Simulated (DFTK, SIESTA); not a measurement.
Given: the input of a run of SIESTA 5.4.2 on Si. This isn't the form of Si at room conditions, which is diamond.

Si.fdf

```
SystemName                      Si
SystemLabel                     Si
NumberOfSpecies                 1
NumberOfAtoms                   1
%block ChemicalSpeciesLabel
  1  14 Si
%endblock ChemicalSpeciesLabel

LatticeConstant                 1.0 Ang
%block LatticeVectors
     2.6205428149     0.0000000000     0.0000000000
    -1.3102714075     2.2694566494     0.0000000000
     0.0000000000     0.0000000000     2.4663543900
%endblock LatticeVectors
AtomicCoordinatesFormat         Fractional
%block AtomicCoordinatesAndAtomicSpecies
     0.0000000000     0.0000000000     0.0000000000  1  Si
%endblock AtomicCoordinatesAndAtomicSpecies

%block kgrid.MonkhorstPack
   12   0   0  0.0
    0  12   0  0.0
    0   0  11  0.0
%endblock kgrid.MonkhorstPack
XC.Functional                   GGA
XC.Authors                      PBEsol
PAO.BasisSize                   DZP
PAO.EnergyShift                 0.003 Ry
Mesh.Cutoff                     500 Ry
OccupationFunction              FD
ElectronicTemperature           0.05 eV
MaxSCFIterations                120
SCF.MustConverge                false
SCF.Mixer.Method                Pulay
SCF.Mixer.Weight                0.25
SCF.Mixer.History               8
SCF.DM.Tolerance                5.0e-05
SCF.H.Tolerance                 1.0e-03 eV
WriteForces                     true
Charge.Mulliken                 end
Charge.Hirshfeld                end
Charge.Voronoi                  end
SaveRho                         true
SaveElectrostaticPotential      true
```

Potentials or basis: PseudoDojo 0.4 standard (PBEsol files), converted to PSML, two zetas on semicore shells, DZP (energy shift 0.003 Ry).

Launch:

```console
$ siesta Si.fdf > Si.out 2>&1
```

Task: Translate it to DFTK 0.8.2. Potentials or basis there: PseudoDojo SR PBEsol 0.4.1 standard (PBEsol), cutoff 653 eV.

Result: As run (cutoffs and basis follow the program's own potentials, and thresholds, step limits or extra output files can differ):

File run.jl:

```julia
using DFTK
using PseudoPotentialData
using Unitful, UnitfulAtomic
using LinearAlgebra, Printf
include("save.jl")
disable_threading()

# lattice vectors are the columns
lattice = austrip(1u"Å") * [  2.6205428149  -1.3102714075            0.0;
                      0.0   2.2694566494            0.0;
                      0.0            0.0     2.46635439]
symbols   = [:Si]
positions = [[0.0, 0.0, 0.0]]
pseudopotentials = PseudoFamily("dojo.nc.sr.pbesol.v0_4_1.standard.upf")
elements = Dict(s => ElementPsp(s, pseudopotentials) for s in unique(symbols))
atoms    = [elements[s] for s in symbols]

build_model(lattice, positions; symmetries=true) =
    model_DFT(lattice, atoms, positions;
              functionals=PBEsol(),
              temperature=austrip(0.05u"eV"),
              smearing=Smearing.FermiDirac(),
              symmetries)
Ecut  = 24.0  # hartree
kgrid = [12, 12, 11]
tol   = 1e-6
to_GPa = ustrip(uconvert(u"GPa", 1u"hartree/bohr^3"))

model = build_model(lattice, positions)
basis = PlaneWaveBasis(model; Ecut, kgrid)
display(basis)
scfres = self_consistent_field(basis;
                               tol,
                               nbandsalg=AdaptiveBands(model; n_bands_converge=7))
display(scfres.energies)
@printf "Fermi level: %.6f eV\n" ustrip(auconvert(u"eV", something(scfres.εF, NaN)))
forces = compute_forces_cart(scfres)
println("Forces (eV/Å)")
for (s, f) in zip(symbols, forces)
    @printf "%-3s %12.6f %12.6f %12.6f\n" s ustrip.(auconvert.(u"eV/Å", f))...
end
stress = compute_stresses_cart(scfres)
println("Stress (GPa)")
display(round.(stress * to_GPa; digits=4))
println("Levels at the first k-point (eV): ", round.(ustrip.(auconvert.(u"eV", scfres.eigenvalues[1][1:scfres.n_bands_converge])); digits=4))
save_scf!(scfres; forces, stress)
```

Potentials or basis: dojo.nc.sr.pbesol.v0_4_1.standard.upf (PBEsol).

Run with:

```sh
$ julia --threads=1 run.jl  # save.jl only writes the numbers to a file and isn't shown; printed stress counts tension as positive; times include loading and compiling
```

Both were run:

|  | SIESTA | DFTK |
| --- | --- | --- |
| Pressure | 1.3 GPa | 0.5 GPa |

Pressure is positive in compression.
